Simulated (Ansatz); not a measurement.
Se, DFT, PBE, PAW with Ansatz's default frozen-core files, scalar-relativistic (Ansatz 0.2.0), run on 2 threads of Intel(R) Xeon(R) 6975P-C (Granite Rapids) on a shared host.

The cell is COD entry 9013138, as deposited and not checked against the literature; nothing was relaxed. The listed cell was then made from it by scaling, straining or moving an atom.

Command: `ansatz run input.yaml --threads 2 --pin off --max-ram 6144MiB --backend cpu --events-out ev --progress --plain --runs-dir out`

```yaml
crystal:
  lattice:
    - [5.6809998619, 3.2799267995, 1.4910933]
    - [-5.6809998619, 3.2799267995, 1.4910933]
    - [0.0, -6.5598535991, 1.4910933]
  atoms:
    - { symbol: Se, position: [0.28066, 0.16251, 0.91818] }
    - { symbol: Se, position: [0.91818, 0.28066, 0.16251] }
    - { symbol: Se, position: [0.16251, 0.91818, 0.28066] }
    - { symbol: Se, position: [0.71934, 0.83749, 0.08182] }
    - { symbol: Se, position: [0.08182, 0.71934, 0.83749] }
    - { symbol: Se, position: [0.83749, 0.08182, 0.71934] }
kpoints:
  mp_grid: { grid: [6, 6, 6] }
scf:
  occupations: { method: fermi_dirac, width: 0.01 }
hamiltonian:
  xc: pbe
  pseudopotentials: { kind: paw }
output:
  forces: true
  stress: true
  eigenvalues: true
  efg: { contact_densities: true }
```

Problem. How large is the problem that the program sets up?

Solution. 40 irreducible k-points, 3245 plane waves at Γ, 58 bands.

Problem. About how long does it take, and how much memory does it use?

Solution. 5.2 s of wall time for 6 SCF iterations, with a peak of 0.67 GiB. Times on shared machines scatter by tens of per cent.

Problem. And the same cell and mesh by all-electron PAW (datasets made for this crystal), asked for forces, stress, eigenvalues, efg, on the same hardware?

Solution. 6 s, peak memory 0.73 GiB.
